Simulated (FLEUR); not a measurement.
# Au (Im-3m) in FLEUR: notebook, part 2 of 2

FLEUR MaX-R8.1 (later development tree). Earlier steps stand in the parts before.

## (3) Band structure, PBEsol, spin-orbit coupling, no magnetisation

inp.xml reads:

```xml
<?xml version="1.0" encoding="UTF-8" standalone="no"?>
<fleurInput fleurInputVersion="0.39">
   <comment>
      Au                                                                                                  
   </comment>
   <calculationSetup>
      <cutoffs Kmax="4.1" Gmax="12.7" GmaxXC="12.7" numbands="all"/>
      <scfLoop itmax="60" minDistance="0.00001" maxIterBroyd="15" imix="Anderson" alpha="0.05" precondParam="0.0" spinf="2.0" sdNocoIR="T"/>
      <coreElectrons ctail="T" frcor="F" kcrel="0" coretail_lmax="0"/>
      <xcFunctional name="PBEs" relativisticCorrections="F"/>
      <magnetism jspins="1"/>
      <soc l_soc="T" theta="0.0" phi="0.0" spav="F"/>
      <expertModes spex="0" secvar="F"/>
      <geometryOptimization l_f="F" forcealpha="1.0" forcemix="BFGS" epsdisp="0.00001" epsforce="0.00001"/>
      <ldaU l_linMix="F" mixParam="0.05" spinf="1.0"/>
   </calculationSetup>
   <cell>
      <bzIntegration valenceElectrons="19.0" mode="hist" fermiSmearingEnergy="0.00183747">
         <kPointListSelection listName="default-1"/>
         <!-- k-points included here -->
         <xi:include xmlns:xi="http://www.w3.org/2001/XInclude" href="kpts.xml"> </xi:include>
      </bzIntegration>
      <!-- symmetry operations included here -->
      <xi:include xmlns:xi="http://www.w3.org/2001/XInclude" href="sym.xml"> </xi:include>
      <bulkLattice scale="1.0">
         <bravaisMatrix>
            <row-1>   -3.1317845247897176     3.1317845247897176     3.1317845247897176</row-1>
            <row-2>    3.1317845247897176    -3.1317845247897176     3.1317845247897176</row-2>
            <row-3>    3.1317845247897176     3.1317845247897176    -3.1317845247897176</row-3>
         </bravaisMatrix>
      </bulkLattice>
   </cell>
   <atomSpecies>
      <species name="Gold (Au)" element="Au" atomicNumber="79">
         <mtSphere radius="2.51" gridPoints="829" logIncrement="0.016"/>
         <atomicCutoffs lmax="10" lnonsphr="10"/>
         <electronConfig flipSpins="F">
            <coreConfig>(1s1/2) (2s1/2) (2p1/2) (2p3/2) (3s1/2) (3p1/2) (3p3/2) (4s1/2) (3d3/2) (3d5/2) (4p1/2) (4p3/2) (4d3/2) (4d5/2) (4f5/2) (4f7/2)</coreConfig>
            <valenceConfig>(5s1/2) (5p1/2) (5p3/2) (6s1/2) (5d3/2) (5d5/2)</valenceConfig>
            <stateOccupation state="(6s1/2)" spinUp="0.500000" spinDown="0.500000"/>
         </electronConfig>
         <energyParameters s="6" p="6" d="5" f="5"/>
         <lo type="SCLO" l="0" n="5" eDeriv="0"/>
         <lo type="SCLO" l="1" n="5" eDeriv="0"/>
         <lo type="SCLO" l="1" n="5" eDeriv="1"/>
         <lo type="SCLO" l="2" n="5" eDeriv="2"/>
         <lo type="SCLO" l="3" n="5" eDeriv="2"/>
      </species>
   </atomSpecies>
   <atomGroups>
      <atomGroup species="Gold (Au)">
         <relPos label="                   1">.0000000000 .0000000000 .0000000000</relPos>
         <force calculate="T" relaxXYZ="TTT"/>
      </atomGroup>
   </atomGroups>
   <output dos="F" band="F" slice="F">
      <checks vchk="F" cdinf="F"/>
      <bandDOS minEnergy="-.5*Htr" maxEnergy="0.5*Htr" sigma="0.015" storeEVData="T"/>
      <vacuumDOS vacdos="F" integ="F" star="F" nstars="0" locx1="0.0" locy1="0.0" locx2="0.0" locy2="0.0" nstm="0" tworkf="0.0"/>
      <unfoldingBand unfoldBand="F" supercellX="1" supercellY="1" supercellZ="1"/>
      <plotting iplot="0" polar="F">
         <plot TwoD="T" vec1="  1.0  0.0  0.0" vec2="  0.0  1.0  0.0" vec3="  0.0  0.0  1.0" zero="  0.0  0.0  0.0" file="plot"/>
      </plotting>
      <chargeDensitySlicing numkpt="0" minEigenval="0.0" maxEigenval="0.0" nnne="0" pallst="F"/>
      <specialOutput eonly="F"/>
      <moessbauerParams electricFieldGradient="T" isomerShift="T" coreHyperfine="T" valenceHyperfine="T"/>
      <magneticCircularDichroism mcd="F" energyLo="-10.0" energyUp="0.0"/>
   </output>
  <!-- We include the file relax.xml here to enable relaxations (see documentation) -->
  <xi:include xmlns:xi="http://www.w3.org/2001/XInclude" href="relax.xml"> <xi:fallback/> </xi:include>
</fleurInput>
```

crystal.txt reads:

```
Au
&input cartesian=F /
-1.6572690000  1.6572690000  1.6572690000
1.6572690000  -1.6572690000  1.6572690000
1.6572690000  1.6572690000  -1.6572690000
1.8897261246
1.0 1.0 1.0

1
79 0.0000000000  0.0000000000  0.0000000000

&soc 0.0 0.0 /
&kpt div1=8 div2=8 div3=8 gamma=T /
```

inp.xml (bands) reads:

```
<?xml version="1.0" encoding="UTF-8" standalone="no"?>
<fleurInput fleurInputVersion="0.39">
   <comment>
      Au                                                                                                  
   </comment>
   <calculationSetup>
      <cutoffs Kmax="4.1" Gmax="12.7" GmaxXC="12.7" numbands="all"/>
      <scfLoop itmax="60" minDistance="0.00001" maxIterBroyd="15" imix="Anderson" alpha="0.05" precondParam="0.0" spinf="2.0" sdNocoIR="T"/>
      <coreElectrons ctail="T" frcor="F" kcrel="0" coretail_lmax="0"/>
      <xcFunctional name="PBEs" relativisticCorrections="F"/>
      <magnetism jspins="1"/>
      <soc l_soc="T" theta="0.0" phi="0.0" spav="F"/>
      <expertModes spex="0" secvar="F"/>
      <geometryOptimization l_f="F" forcealpha="1.0" forcemix="BFGS" epsdisp="0.00001" epsforce="0.00001"/>
      <ldaU l_linMix="F" mixParam="0.05" spinf="1.0"/>
   </calculationSetup>
   <cell>
      <bzIntegration valenceElectrons="19.0" mode="hist" fermiSmearingEnergy="0.00183747">
         <kPointListSelection listName="path-1"/>
         <!-- k-points included here -->
         <xi:include xmlns:xi="http://www.w3.org/2001/XInclude" href="kpts.xml"> </xi:include>
      </bzIntegration>
      <!-- symmetry operations included here -->
      <xi:include xmlns:xi="http://www.w3.org/2001/XInclude" href="sym.xml"> </xi:include>
      <bulkLattice scale="1.0">
         <bravaisMatrix>
            <row-1>   -3.1317845247897176     3.1317845247897176     3.1317845247897176</row-1>
            <row-2>    3.1317845247897176    -3.1317845247897176     3.1317845247897176</row-2>
            <row-3>    3.1317845247897176     3.1317845247897176    -3.1317845247897176</row-3>
         </bravaisMatrix>
      </bulkLattice>
   </cell>
   <atomSpecies>
      <species name="Gold (Au)" element="Au" atomicNumber="79">
         <mtSphere radius="2.51" gridPoints="829" logIncrement="0.016"/>
         <atomicCutoffs lmax="10" lnonsphr="10"/>
         <electronConfig flipSpins="F">
            <coreConfig>(1s1/2) (2s1/2) (2p1/2) (2p3/2) (3s1/2) (3p1/2) (3p3/2) (4s1/2) (3d3/2) (3d5/2) (4p1/2) (4p3/2) (4d3/2) (4d5/2) (4f5/2) (4f7/2)</coreConfig>
            <valenceConfig>(5s1/2) (5p1/2) (5p3/2) (6s1/2) (5d3/2) (5d5/2)</valenceConfig>
            <stateOccupation state="(6s1/2)" spinUp="0.500000" spinDown="0.500000"/>
         </electronConfig>
         <energyParameters s="6" p="6" d="5" f="5"/>
         <lo type="SCLO" l="0" n="5" eDeriv="0"/>
         <lo type="SCLO" l="1" n="5" eDeriv="0"/>
         <lo type="SCLO" l="1" n="5" eDeriv="1"/>
         <lo type="SCLO" l="2" n="5" eDeriv="2"/>
         <lo type="SCLO" l="3" n="5" eDeriv="2"/>
      </species>
   </atomSpecies>
   <atomGroups>
      <atomGroup species="Gold (Au)">
         <relPos label="                   1">.0000000000 .0000000000 .0000000000</relPos>
         <force calculate="T" relaxXYZ="TTT"/>
      </atomGroup>
   </atomGroups>
   <output dos="F" band="T" slice="F">
      <checks vchk="F" cdinf="F"/>
      <bandDOS minEnergy="-.5*Htr" maxEnergy="0.5*Htr" sigma="0.015" storeEVData="T"/>
      <vacuumDOS vacdos="F" integ="F" star="F" nstars="0" locx1="0.0" locy1="0.0" locx2="0.0" locy2="0.0" nstm="0" tworkf="0.0"/>
      <unfoldingBand unfoldBand="F" supercellX="1" supercellY="1" supercellZ="1"/>
      <plotting iplot="0" polar="F">
         <plot TwoD="T" vec1="  1.0  0.0  0.0" vec2="  0.0  1.0  0.0" vec3="  0.0  0.0  1.0" zero="  0.0  0.0  0.0" file="plot"/>
      </plotting>
      <chargeDensitySlicing numkpt="0" minEigenval="0.0" maxEigenval="0.0" nnne="0" pallst="F"/>
      <specialOutput eonly="F"/>
      <moessbauerParams electricFieldGradient="T" isomerShift="T" coreHyperfine="T" valenceHyperfine="T"/>
      <magneticCircularDichroism mcd="F" energyLo="-10.0" energyUp="0.0"/>
   </output>
  <!-- We include the file relax.xml here to enable relaxations (see documentation) -->
  <xi:include xmlns:xi="http://www.w3.org/2001/XInclude" href="relax.xml"> <xi:fallback/> </xi:include>
</fleurInput>
```

Potentials or basis: all-electron, FLAPW.

On the command line:

```bash
inpgen -f crystal.txt -profile fastHighL
# inp.xml edited to the form shown
fleur_MPI
fleur_MPI   # second run, on inp.xml (bands)
```

Wall time 5.2 min (1 thread of Intel Xeon Platinum 8375C at 2.90GHz (Ice Lake), shared host); peak memory 0.15 GiB.

It converged, with:

```yaml
Free_energy: -518179.5486 eV
Band_gap_along_the_path: none (metal or under the smearing width)
Valence_electrons_inside_the_program's_atomic_spheres: Au 17.39 (radii Au 2.51 bohr)
```

Levels at the corners of the path, in eV from the Fermi level:
```csv
point,band 15,band 16,band 17,band 18,band 19,band 20,band 21,band 22
Γ,-4.22,-4.22,-2.80,-2.80,-2.80,-2.80,16.14,16.14
H,-2.32,-2.32,-1.28,-1.28,4.63,4.63,6.65,6.65
N,-2.86,-2.86,-1.46,-1.46,-0.67,-0.67,2.98,2.98
Γ,-4.22,-4.22,-2.80,-2.80,-2.80,-2.80,16.14,16.14
P,-2.68,-2.68,-2.68,-2.68,2.39,2.39,6.16,6.16
H,-2.32,-2.32,-1.28,-1.28,4.63,4.63,6.65,6.65
P,-2.68,-2.68,-2.68,-2.68,2.39,2.39,6.16,6.16
N,-2.86,-2.86,-1.46,-1.46,-0.67,-0.67,2.98,2.98
```

Core levels (eV from the Fermi level):
```csv
atom,levels
1 Au,"1s1/2 -80626.8, 2s1/2 -14212.8, 2p1/2 -13628.4, 2p3/2 -11793.4, 3s1/2 -3352.4, 3p1/2 -3089.9, 3p3/2 -2685.0, 4s1/2 -725.5, 3d3/2 -2249.6, 3d5/2 -2162.6, 4p1/2 -613.7, 4p3/2 -516.5, 4d3/2 -333.6, 4d5/2 -315.5, 4f5/2 -80.9, 4f7/2 -77.1"
```
